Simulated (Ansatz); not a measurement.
## Ti: energy along a strain

Ti, P6/mmm, a = 4.515 Å, c = 2.799 Å. This isn't the element's structure at ambient conditions. Ansatz: PBEsol, PAW, 420 eV, Γ-centred 12×12×18 mesh on 3 atoms, Gaussian smearing 0.15 eV; no spin polarisation. Cell vectors (Å): 4.515 0.000 0.000; -2.258 3.910 0.000; 0.000 0.000 2.799. The cell is strained by x per cent times the pattern (1 -1 0 0 0 0) in the order xx yy zz yz xz xy (engineering shears), with fractional coordinates held. y is the free energy over the start, V0 = 16.472 Å³/atom.

```tsv
x (%)	y (meV/atom)
-2.00	4.85
-1.50	2.74
-1.00	1.22
-0.50	0.31
0.00	0.00
0.50	?
1.00	1.22
1.50	2.74
1.75	3.71
2.00	4.84
```

Q: Fit y = c2 x² + c3 x³ to the other rows, get the stiffness along the pattern, and predict the missing energy.

A: Least squares on the rows shown. y = 1.213 x² − 0.0005926 x³. The clamped-ion stiffness p·C·p = 2 × 12.13 eV × 160.2 / 16.472 Å³ = 236 GPa. At x = 0.50 the fit asked for gives 0.30 meV/atom. The run gave 0.31 meV/atom, so the fit is 0.01 meV/atom too low, within twice the rms miss on the fitted rows (0.008 meV/atom).